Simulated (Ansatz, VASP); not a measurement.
# Two plane-wave programs on Hf

```xyz
2
Lattice="3.1644 0.0000 0.0000 -1.5822 2.7405 0.0000 0.0000 0.0000 5.0067" Properties=species:S:1:pos:R:3 pbc="T T T"
Hf    0.0000    1.8270    1.2517
Hf    1.5822    0.9135    3.7550
```

Change from the starting cell: volume scaled by 0.97, PAW files.

Alike in both runs: task electric field gradients; functional PBE; k mesh 13 × 13 × 7; occupations fermi-dirac, width 0.05 eV; no spin polarisation.

```csv
,VASP,Ansatz
version,VASP 6.6.1,Ansatz 0.2.0
potentials or method,"VASP PAW PBE potentials, release 64 (Hf_pv)","PAW with Ansatz's default frozen-core files, scalar-relativistic"
plane-wave cutoff (eV),520,420
valence electrons in the cell,20,52
```

|  | VASP | Ansatz | Ansatz less VASP |
| --- | --- | --- | --- |
| pressure (GPa) | 3.9 | 4.3 | +0.44 |
| largest component of the traceless stress (GPa) | 0.01 | 0.06 | +0.050 |
| Vzz of the field gradient on the site that differs most (V/Å²) | 89.1 | 99.2 | +10.15 |

The functional is the same, so the differences come from potentials, cutoffs and numerics. The two sets of potentials don't hold the same shells in valence. Ansatz warned: «gradients_without_spin_orbit».

The runs have no spin-orbit coupling, so splittings on Hf are missing.
